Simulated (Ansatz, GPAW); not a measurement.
# benzene-1,4-diamine between two Pd chains: relaxation, then transmission at several levels

Wanted: T(E) of benzene-1,4-diamine between two Pd chains at a relaxed geometry in two programs, beside the unrelaxed structure.

Method: Ansatz plane waves; relaxation of the junction with the lead ends held; PAW set soft_1, in the first sound run; inputs show where later runs differ, in GPAW 26.7.0 and Ansatz 0.2.0.

**1. Starting point**

The cell holds 32 atoms: 16 Pd, 8 H, 2 N and 6 C. Cell: a = 10.798 Å, b = 10.102 Å, c = 45.678 Å, α = 90.0°, β = 90.0°, γ = 90.0°. Regions: left lead, 8 atoms (8 Pd); channel, 16 atoms (8 H, 2 N and 6 C); right lead, 8 atoms (8 Pd). Vacuum lies along a and b. The structure is stacked along c, and the current runs across the ab planes.

**2. Relaxation**

Transmission follows bond lengths closely, so the atoms between the held lead ends are relaxed first, from a slightly shaken start that lets symmetry break.

Input file input.yaml:

```yaml
crystal:
  lattice:
    - [10.7977114587, 0.0, 0.0]
    - [0.0, 10.1016980314, 0.0]
    - [0.0, 0.0, 45.6775444616]
  atoms:
    - { symbol: Pd, position: [0.5, 0.5, 0.0273657443] }
    - { symbol: Pd, position: [0.5, 0.5, 0.0820972328] }
    - { symbol: Pd, position: [0.5, 0.5, 0.1368287213] }
    - { symbol: Pd, position: [0.5, 0.5, 0.1915602098] }
    - { symbol: Pd, position: [0.5, 0.5, 0.2462916983] }
    - { symbol: Pd, position: [0.5, 0.5, 0.3010231868] }
    - { symbol: Pd, position: [0.5025259386, 0.502231496, 0.3557379023] }
    - { symbol: Pd, position: [0.5018128998, 0.4980667992, 0.4092845937] }
    - { symbol: H, position: [0.4265864205, 0.3231442131, 0.4392004874] }
    - { symbol: H, position: [0.5751335868, 0.3198881093, 0.4407819539] }
    - { symbol: "N", position: [0.5036861787, 0.3743509738, 0.4450037383] }
    - { symbol: C, position: [0.5012982011, 0.4285295772, 0.4734498658] }
    - { symbol: H, position: [0.6971586822, 0.439918804, 0.4770768771] }
    - { symbol: H, position: [0.3001007697, 0.4438551477, 0.4758395817] }
    - { symbol: C, position: [0.6095175653, 0.4657476287, 0.4869861285] }
    - { symbol: C, position: [0.3923537623, 0.4684103912, 0.4861902346] }
    - { symbol: C, position: [0.6188007379, 0.5356941066, 0.5140655099] }
    - { symbol: C, position: [0.3874480601, 0.5324794611, 0.513846035] }
    - { symbol: H, position: [0.69417737, 0.5541960002, 0.5240281747] }
    - { symbol: H, position: [0.3077181326, 0.5577561957, 0.523084788] }
    - { symbol: C, position: [0.4966172801, 0.573718869, 0.5261372324] }
    - { symbol: "N", position: [0.4990430824, 0.6323946284, 0.5547514376] }
    - { symbol: H, position: [0.5770861912, 0.6759466596, 0.5603113259] }
    - { symbol: H, position: [0.4255875621, 0.6762675533, 0.5585127896] }
    - { symbol: Pd, position: [0.4996636074, 0.5040872108, 0.5898134295] }
    - { symbol: Pd, position: [0.4966259962, 0.5009948707, 0.6447500267] }
    - { symbol: Pd, position: [0.5, 0.5, 0.6989768132] }
    - { symbol: Pd, position: [0.5, 0.5, 0.7537083017] }
    - { symbol: Pd, position: [0.5, 0.5, 0.8084397902] }
    - { symbol: Pd, position: [0.5, 0.5, 0.8631712787] }
    - { symbol: Pd, position: [0.5, 0.5, 0.9179027672] }
    - { symbol: Pd, position: [0.5, 0.5, 0.9726342557] }
kpoints:
  mp_grid: { grid: [1, 1, 2] }
hamiltonian:
  xc: pbe
  pseudopotentials: { kind: paw, azcp: { folder: soft_1 } }
scf:
  occupations: { method: fermi_dirac, width: 0.1 }
relax:
  f_tol: 0.03
  max_steps: 80
  constraints: [{ sites: [0, 1, 2, 3, 4, 5, 26, 27, 28, 29, 30, 31] }]
```

Launch:

```bash
$ ansatz run input.yaml --threads 4 --pin off --max-ram 8192MiB --backend cpu --events-out ev --progress --plain --runs-dir out
```

Numbers of over 12 decimals in the logs are rounded to 6 here.

Log:

```text
Engine: ansatz 0.2.0, aarch64-unknown-linux-gnu
Pseudopotentials: kind: paw
Pseudopotential: Pd, paw, valence charge 18, recommended cutoff 420 eV (normal), soft_1/Pd.paw.azcp
Pseudopotential: H, paw, valence charge 1, recommended cutoff 420 eV (normal), soft_1/H.paw.azcp
Pseudopotential: N, paw, valence charge 5, recommended cutoff 420 eV (normal), soft_1/N.paw.azcp
Pseudopotential: C, paw, valence charge 4, recommended cutoff 420 eV (normal), soft_1/C.paw.azcp
Functional definition: PBE
  parameter kappa = 0.804
  parameter beta = 0.066725
  exchange = pbe_x(kappa = kappa, mu = beta*pi^2/3)
  correlation = pbe_c(beta = beta)
Crystal: 32 atoms, lattice volume = 4982.288 Å³
Basis set: ecut = 420 eV, 97353 PW (Γ), exchange–correlation on 150×144×640 points (8 copies of the dense FFT grid, shifted against one another)
Bands: 198, of which v1, the nominal top of the filled ones, is band 165 counted from 1 (164 counted from 0)
Symmetry: 1 space group operations
Space group: P1 (ITA 1), of the structure as read, at distance tolerance 1.7e-4 Å
k-points: 2
Non-local potential: Pd, projectors of the file, l = 0: 2, l = 1: 2, l = 2: 2, l = 3: 1
Non-local potential: H, projectors of the file, l = 0: 2, l = 1: 1
Non-local potential: N, projectors of the file, l = 0: 2, l = 1: 2, l = 2: 1
Non-local potential: C, projectors of the file, l = 0: 2, l = 1: 2, l = 2: 1
PAW form: soft (Blöchl's): semilocal exchange-correlation on the pseudo side does not see the compensation charge
PAW one-centre angular grid: Pd, 590 points (default); XC on 64 Gauss nodes
PAW one-centre angular grid: H, 110 points (default); XC on 64 Gauss nodes
PAW one-centre angular grid: N, 110 points (default); XC on 64 Gauss nodes
PAW one-centre angular grid: C, 110 points (default); XC on 64 Gauss nodes
Initial density: superposition of atomic densities (neutral atoms: chi_scale 0, normalization atom)
Initial wavefunctions: pseudopotential atomic-orbital guess
Functional: x = pbe(κ = 0.804, μ = 0.219515), c = pbe(β = 0.066725)
SCF iter   1: F=—  HF=-113960.979990 eV  |F-HF|=—  |Δ(HF+E_count)|=         —  Δρ=5.02e-2  dr2=2.71e2  ethr=3.10e-3  ⟨swp⟩=15.0  Hψ=2512  notcnv=0
preconditioner: auto → LDOS  [metal: Δε(μ)=0.019 eV  Ē_g=4.497 eV  σ=0.100 eV  W_gap=0.05  n_scr=420 (ndim 8)  ℏωp=7.3 eV  f_vac=0.819  D(μ)=33.37/eV (n_scr^D=112)  β→1.0]
SCF iter   2: F=—  HF=-113983.774651 eV  |F-HF|=—  |Δ(HF+E_count)|=    2.28e1  Δρ=6.01e-2  dr2=1.14e3  ethr=3.10e-3  ⟨swp⟩=11.5  Hψ=2012  notcnv=0  defer=8  recentre
SCF iter   3: F=—  HF=-113931.004454 eV  |F-HF|=—  |Δ(HF+E_count)|=    5.28e1  Δρ=1.73e-2  dr2=5.19e1  ethr=3.10e-3  ⟨swp⟩=4.5  Hψ=1336  notcnv=0  defer=37
SCF iter   4: F=—  HF=-113927.911657 eV  |F-HF|=—  |Δ(HF+E_count)|=    3.09e0  Δρ=7.05e-3  dr2=3.04e0  ethr=3.10e-3  ⟨swp⟩=5.5  Hψ=756  notcnv=0  defer=20
SCF iter   5: F=—  HF=-113927.596211 eV  |F-HF|=—  |Δ(HF+E_count)|=   3.15e-1  Δρ=2.64e-3  dr2=7.61e-1  ethr=9.21e-4  ⟨swp⟩=4.0  Hψ=703  notcnv=0  defer=24
SCF iter   6: F=—  HF=-113927.567889 eV  |F-HF|=—  |Δ(HF+E_count)|=   2.83e-2  Δρ=1.69e-3  dr2=2.78e-1  ethr=2.31e-4  ⟨swp⟩=2.0  Hψ=678  notcnv=0  defer=24
SCF iter   7: F=—  HF=-113927.562867 eV  |F-HF|=—  |Δ(HF+E_count)|=   5.02e-3  Δρ=1.11e-3  dr2=1.37e-1  ethr=8.41e-5  ⟨swp⟩=2.0  Hψ=416  notcnv=0  defer=24
SCF iter   8: F=—  HF=-113927.560288 eV  |F-HF|=—  |Δ(HF+E_count)|=   2.58e-3  Δρ=5.32e-4  dr2=2.55e-2  ethr=4.16e-5  ⟨swp⟩=2.0  Hψ=400  notcnv=0  defer=24
SCF iter   9: F=—  HF=-113927.559533 eV  |F-HF|=—  |Δ(HF+E_count)|=   7.55e-4  Δρ=2.75e-4  dr2=7.73e-3  ethr=7.72e-6  ⟨swp⟩=2.0  Hψ=421  notcnv=0  defer=24
SCF iter  10: F=—  HF=-113927.559496 eV  |F-HF|=—  |Δ(HF+E_count)|=   3.71e-5  Δρ=1.54e-4  dr2=2.39e-3  ethr=2.34e-6  ⟨swp⟩=2.0  Hψ=442  notcnv=0  defer=24
SCF iter  11: F=—  HF=-113927.559541 eV  |F-HF|=—  |Δ(HF+E_count)|=   4.53e-5  Δρ=6.91e-5  dr2=5.65e-4  ethr=7.26e-7  ⟨swp⟩=2.0  Hψ=463  notcnv=0  defer=24
SCF iter  12: F=—  HF=-113927.559581 eV  |F-HF|=—  |Δ(HF+E_count)|=   3.95e-5  Δρ=3.10e-5  dr2=1.12e-4  ethr=1.71e-7  ⟨swp⟩=2.0  Hψ=498  notcnv=0  defer=24
SCF iter  13: F=-113927.559587 eV  HF=-113927.559598 eV  |F-HF|=1.19e-5  |Δ(HF+E_count)|=   1.78e-5  Δρ=1.47e-5  dr2=2.14e-5  ethr=6.82e-9  ⟨swp⟩=3.5  Hψ=1468  notcnv=0
SCF 1 converged in 13 iterations: F = -113927.559587 eV  dr2 = 2.14e-5
  greatest PAW one-centre occupation: 1.000 electrons in one spin orbital (limit 2), on the Pd atom at site 24 (counted from 0), in its partial waves of l = 0
relax step   1: F+E_penalty+E_count = -113927.55958652 eV  Δ(F+E_penalty+E_count) = +0.000e0 eV  max|allowed force component| = 9.473e0 eV/Å  Δτ_max = 0.0000 Å  (13 SCF iters, dr2 threshold 2.25e-5 eV, accepted)
Initial density: handed on by an earlier stage of this run
Initial wavefunctions: those handed on with the density
iter 1 solved again at ethr=5.47e-4 eV; its pass at ethr=3.10e-3 eV (dr2=1.81e0 eV) is discarded
SCF iter   1: F=—  HF=-113929.183958 eV  |F-HF|=—  |Δ(HF+E_count)|=         —  Δρ=4.86e-3  dr2=1.26e0  ethr=5.47e-4  ⟨swp⟩=1.0  Hψ=1519  notcnv=0  defer=24
eigensolver tolerance schedule: the retry pair's looser diagonalisation over-reported the residual by 0.44 of it (diagonalisation noise at 0.10 of the residual, at the tolerance the schedule requests for it); recorded, not acted on — ethr = c·dr2/N_el stays at c = 1.0e-1
preconditioner: auto → LDOS  [metal: Δε(μ)=0.030 eV  Ē_g=5.098 eV  σ=0.100 eV  W_gap=0.08  n_scr=420 (ndim 8)  ℏωp=7.4 eV  f_vac=0.813  D(μ)=49.36/eV (n_scr^D=190)  β→1.0]
SCF iter   2: F=—  HF=-113929.150900 eV  |F-HF|=—  |Δ(HF+E_count)|=   3.31e-2  Δρ=2.66e-3  dr2=3.91e-1  ethr=3.81e-4  ⟨swp⟩=3.0  Hψ=838  notcnv=0  defer=24
SCF iter   3: F=—  HF=-113929.051568 eV  |F-HF|=—  |Δ(HF+E_count)|=   9.93e-2  Δρ=9.97e-4  dr2=6.38e-2  ethr=1.18e-4  ⟨swp⟩=3.0  Hψ=776  notcnv=0  defer=24
SCF iter   4: F=—  HF=-113929.040033 eV  |F-HF|=—  |Δ(HF+E_count)|=   1.15e-2  Δρ=2.76e-4  dr2=6.71e-3  ethr=1.93e-5  ⟨swp⟩=2.0  Hψ=436  notcnv=0  defer=24
SCF iter   5: F=—  HF=-113929.040009 eV  |F-HF|=—  |Δ(HF+E_count)|=   2.42e-5  Δρ=1.74e-4  dr2=3.27e-3  ethr=2.03e-6  ⟨swp⟩=2.0  Hψ=491  notcnv=0  defer=24
SCF iter   6: F=—  HF=-113929.040198 eV  |F-HF|=—  |Δ(HF+E_count)|=   1.89e-4  Δρ=1.14e-4  dr2=1.37e-3  ethr=9.91e-7  ⟨swp⟩=2.0  Hψ=474  notcnv=0  defer=24
SCF iter   7: F=—  HF=-113929.040148 eV  |F-HF|=—  |Δ(HF+E_count)|=   4.94e-5  Δρ=4.99e-5  dr2=2.24e-4  ethr=4.15e-7  ⟨swp⟩=2.0  Hψ=556  notcnv=0  defer=24
SCF iter   8: F=-113929.040167 eV  HF=-113929.040188 eV  |F-HF|=2.12e-5  |Δ(HF+E_count)|=   3.96e-5  Δρ=2.38e-5  dr2=5.46e-5  ethr=3.03e-8  ⟨swp⟩=3.0  Hψ=1308  notcnv=0
[...]
relax step   7: F+E_penalty+E_count = -113929.48262333 eV  Δ(F+E_penalty+E_count) = -3.018e-2 eV  max|allowed force component| = 5.277e-2 eV/Å  Δτ_max = 0.1929 Å  (11 SCF iters, dr2 threshold 1.86e-6 eV, accepted)
[...]
relax step   8: F+E_penalty+E_count = -113929.49266604 eV  Δ(F+E_penalty+E_count) = -1.004e-2 eV  max|allowed force component| = 5.053e-2 eV/Å  Δτ_max = 0.1836 Å  (13 SCF iters, accepted)
[...]
relax step   9: F+E_penalty+E_count = -113929.49476894 eV  Δ(F+E_penalty+E_count) = -2.103e-3 eV  max|allowed force component| = 2.445e-2 eV/Å  Δτ_max = 0.0509 Å  (10 SCF iters, accepted)
SCF iter   1: F=—  HF=-113929.506496 eV  |F-HF|=—  |Δ(HF+E_count)|=         —  Δρ=1.58e-3  dr2=8.97e-2  ethr=2.64e-4  ⟨swp⟩=3.0  Hψ=744  notcnv=0  defer=23
preconditioner: auto → LDOS  [metal: Δε(μ)=0.001 eV  Ē_g=5.081 eV  σ=0.100 eV  W_gap=0.00  n_scr=420 (ndim 8)  ℏωp=7.4 eV  f_vac=0.812  D(μ)=51.46/eV (n_scr^D=206)  β→1.0]
SCF iter   2: F=—  HF=-113929.502760 eV  |F-HF|=—  |Δ(HF+E_count)|=   3.74e-3  Δρ=5.65e-4  dr2=2.97e-2  ethr=2.72e-5  ⟨swp⟩=3.0  Hψ=715  notcnv=0  defer=23
SCF iter   3: F=—  HF=-113929.496044 eV  |F-HF|=—  |Δ(HF+E_count)|=   6.72e-3  Δρ=1.70e-4  dr2=1.93e-3  ethr=8.99e-6  ⟨swp⟩=2.0  Hψ=651  notcnv=0  defer=23
SCF iter   4: F=—  HF=-113929.495720 eV  |F-HF|=—  |Δ(HF+E_count)|=   3.24e-4  Δρ=5.72e-5  dr2=2.08e-4  ethr=5.85e-7  ⟨swp⟩=2.5  Hψ=664  notcnv=0  defer=23
SCF iter   5: F=—  HF=-113929.495743 eV  |F-HF|=—  |Δ(HF+E_count)|=   2.27e-5  Δρ=2.38e-5  dr2=5.79e-5  ethr=6.30e-8  ⟨swp⟩=2.0  Hψ=567  notcnv=0  defer=23
SCF iter   6: F=—  HF=-113929.495519 eV  |F-HF|=—  |Δ(HF+E_count)|=   2.24e-4  Δρ=1.44e-5  dr2=2.01e-5  ethr=1.75e-8  ⟨swp⟩=2.0  Hψ=574  notcnv=0  defer=23
SCF iter   7: F=—  HF=-113929.495522 eV  |F-HF|=—  |Δ(HF+E_count)|=   2.77e-6  Δρ=9.55e-6  dr2=9.58e-6  ethr=6.09e-9  ⟨swp⟩=2.0  Hψ=422  notcnv=0  defer=23
SCF iter   8: F=—  HF=-113929.495522 eV  |F-HF|=—  |Δ(HF+E_count)|=   3.70e-7  Δρ=4.95e-6  dr2=2.53e-6  ethr=2.90e-9  ⟨swp⟩=2.0  Hψ=550  notcnv=0  defer=23
SCF iter   9: F=—  HF=-113929.495522 eV  |F-HF|=—  |Δ(HF+E_count)|=   1.29e-7  Δρ=3.18e-6  dr2=9.82e-7  ethr=7.68e-10  ⟨swp⟩=2.0  Hψ=415  notcnv=0  defer=23
SCF iter  10: F=—  HF=-113929.495522 eV  |F-HF|=—  |Δ(HF+E_count)|=   1.88e-7  Δρ=1.33e-6  dr2=1.66e-7  ethr=2.97e-10  ⟨swp⟩=3.0  Hψ=545  notcnv=0  defer=23
SCF iter  11: F=-113929.495522 eV  HF=-113929.495522 eV  |F-HF|=4.00e-9  |Δ(HF+E_count)|=   1.63e-8  Δρ=4.67e-7  dr2=1.90e-8  ethr=3.03e-11  ⟨swp⟩=4.0  Hψ=1255  notcnv=0
SCF 10 converged in 11 iterations: F = -113929.495522 eV  dr2 = 1.90e-8
relax step  10: F+E_penalty+E_count = -113929.49552223 eV  Δ(F+E_penalty+E_count) = -7.533e-4 eV  max|allowed force component| = 2.398e-2 eV/Å  Δτ_max = 0.0567 Å  (11 SCF iters, accepted)
SCF converged after 11 iterations
Free energy (F): -113929.495522 eV
Harris-Foulkes:  -113929.495522 eV  (|F-HF|=4.00e-9)
Internal energy: -113927.861367 eV  (E = F + TS)
E sigma→0 (E₀):  -113928.678445 eV
Entropy (-TS):   -1.634155 eV (-51.067 meV/atom)
Fermi energy:    -3.506404 eV
--- Per-component energies (eV) ---
  E_band       = -9114.155591
  E_kinetic    = 8103.442540
  E_local      = -118169.571809  (includes V_loc(G=0)·N_el)
  E_nonlocal   = 6188.176367
  E_hartree    = 52537.448457
  E_xc         = -2636.835071
  E_vxc        = -3317.948573  (∫ρ·V_xc dr)
  E_paw        = -61878.662975  (= ΣΔE_a)
  E_vpaw       = -6993.143096  (= ΣTr[D̂ρ^β])
  E_aug_tail   = -0.002867  (compensation charges beyond the density's cutoff)
  E_ewald      = 1928.143992
  E_smearing   = -1.634155  (= −TS)
  E_closure    = -0.000000  (closes the sum)
  Σ components = -113929.495522   (vs F -113929.495522, Δ=0.00e0)
--- Forces (eV/Å), atoms counted from 1 ---
  atom   1  Pd     0.00003387    -0.00028245    -0.00718818
  atom   2  Pd     0.00010429    -0.00209582    -0.00285352
  atom   3  Pd     0.00021212    -0.00423473     0.02366200
  atom   4  Pd     0.00095898    -0.01836266    -0.03779215
  atom   5  Pd     0.00217112    -0.04663130     0.09302889
  atom   6  Pd    -0.00375351     0.10109169    -0.12367851
  atom   7  Pd    -0.00052361    -0.00460410     0.00409524
  atom   8  Pd    -0.00005385    -0.00159568     0.00718677
  atom   9  H      0.00165210    -0.00074153     0.00137918
  atom  10  H     -0.00052913    -0.00073312     0.00070962
  atom  11  N     -0.00131681     0.00138868    -0.00351567
  atom  12  C      0.00128781     0.02199259    -0.00570339
  atom  13  H     -0.00001107    -0.00633684     0.00330596
  atom  14  H     -0.00031123    -0.00797460     0.00379203
  atom  15  C     -0.00176697    -0.00362346    -0.00006563
  atom  16  C      0.00077406    -0.00060557     0.00240714
  atom  17  C     -0.00611316     0.00100627    -0.00183757
  atom  18  C      0.00456022     0.00682573    -0.00408072
  atom  19  H      0.00332507     0.00807791    -0.00253674
  atom  20  H     -0.00149239     0.00509045    -0.00254362
  atom  21  C     -0.00007250    -0.02398425     0.00869103
  atom  22  N      0.00102854    -0.00548774     0.00294262
  atom  23  H     -0.00260920     0.00160160    -0.00048606
  atom  24  H      0.00108829     0.00088547     0.00086461
  atom  25  Pd     0.00007908     0.00458139    -0.01020485
  atom  26  Pd     0.00091241     0.00343161    -0.00343907
  atom  27  Pd     0.00401024    -0.10053294     0.12249706
  atom  28  Pd    -0.00224973     0.04679870    -0.09257394
  atom  29  Pd    -0.00102211     0.01844061     0.03748795
  atom  30  Pd    -0.00023283     0.00425854    -0.02355034
  atom  31  Pd    -0.00010889     0.00207949     0.00282380
  atom  32  Pd    -0.00003316     0.00027452     0.00718646
  max |Σ_I F_I| component: 1.04e-5 eV/Å
--- Relaxed structure (10 steps of the walk, 10 accepted, 0 SCFs on fresh bases) ---
  F+E_penalty+E_count = -113929.49552223 eV   max|allowed force component| = 2.398e-2 eV/Å
  atoms:
    - { symbol: Pd, position: [0.500000, 0.500000, 0.027366] }
    - { symbol: Pd, position: [0.500000, 0.500000, 0.0820972328] }
    - { symbol: Pd, position: [0.500000, 0.500000, 0.1368287213] }
    - { symbol: Pd, position: [0.500000, 0.500000, 0.191560] }
    - { symbol: Pd, position: [0.500000, 0.500000, 0.2462916983] }
    - { symbol: Pd, position: [0.500000, 0.500000, 0.3010231868] }
    - { symbol: Pd, position: [0.504381, 0.391622, 0.349452] }
    - { symbol: Pd, position: [0.501523, 0.494360, 0.399916] }
    - { symbol: H, position: [0.424928, 0.333963, 0.439077] }
    - { symbol: H, position: [0.577875, 0.334209, 0.439188] }
    - { symbol: N, position: [0.501282, 0.392030, 0.442306] }
    - { symbol: C, position: [0.500828, 0.448026, 0.471274] }
    - { symbol: H, position: [0.700373, 0.455977, 0.475035] }
    - { symbol: H, position: [0.301177, 0.456333, 0.474649] }
    - { symbol: C, position: [0.612144, 0.474804, 0.485918] }
    - { symbol: C, position: [0.389055, 0.474946, 0.485707] }
    - { symbol: C, position: [0.611698, 0.525423, 0.514314] }
    - { symbol: C, position: [0.388602, 0.525536, 0.514107] }
    - { symbol: H, position: [0.699565, 0.544072, 0.525369] }
    - { symbol: H, position: [0.300382, 0.544406, 0.524988] }
    - { symbol: C, position: [0.499920, 0.552365, 0.528745] }
    - { symbol: N, position: [0.499477, 0.608404, 0.557710] }
    - { symbol: H, position: [0.575994, 0.666204, 0.560955] }
    - { symbol: H, position: [0.423035, 0.666485, 0.560799] }
    - { symbol: Pd, position: [0.498691, 0.506089, 0.600129] }
    - { symbol: Pd, position: [0.495375, 0.608800, 0.650592] }
    - { symbol: Pd, position: [0.500000, 0.500000, 0.6989768132] }
    - { symbol: Pd, position: [0.500000, 0.500000, 0.753708] }
    - { symbol: Pd, position: [0.500000, 0.500000, 0.8084397902] }
    - { symbol: Pd, position: [0.500000, 0.500000, 0.863171] }
    - { symbol: Pd, position: [0.500000, 0.500000, 0.917903] }
    - { symbol: Pd, position: [0.500000, 0.500000, 0.9726342557] }
```

The job ended after 13 min (4 threads of Arm Neoverse N1, shared host; peak memory 5.5 GiB).

The steps of the relaxation:

```
step  energy less that of the first step (eV)  largest force component (eV/Å)
   1                                   0.0000                          9.4726
   2                                  -1.4806                          3.0628
   3                                  -1.7123                          0.3327
   4                                  -1.7892                          0.2664
   5                                  -1.8475                          0.1085
   6                                  -1.8929                          0.1058
   7                                  -1.9230                          0.0528
   8                                  -1.9331                          0.0505
   9                                  -1.9352                          0.0244
  10                                  -1.9359                          0.0240
```

The atoms that moved most (Å):

```
atom      dx      dy      dz  length
 Pd7   0.020  -1.117  -0.287   1.154
Pd26  -0.014   1.089   0.267   1.121
Pd25  -0.011   0.020   0.471   0.472
 Pd8  -0.003  -0.037  -0.428   0.430
 N22   0.005  -0.242   0.135   0.278
 C21   0.036  -0.216   0.119   0.249
 C12  -0.005   0.197  -0.099   0.221
 N11  -0.026   0.179  -0.123   0.219
```

This step gave:

```
free energy         : -113929.4955 eV
smearing term TS    : 1.634 eV
symmetry operations : 1
```

The relaxation lowered the energy of the cell by 1.94 eV.

(Part 1 of 4 ends here.)

[Logs are printed without paths, hosts, clocks, repeated set-up lines and the standing remarks that a program may print on its own settings, such as how far it seeks lower states.]

[Hosts, paths, dates, database ids (printed as entryN), source tags and the programs' standing remarks are cut or masked in the printed files.]
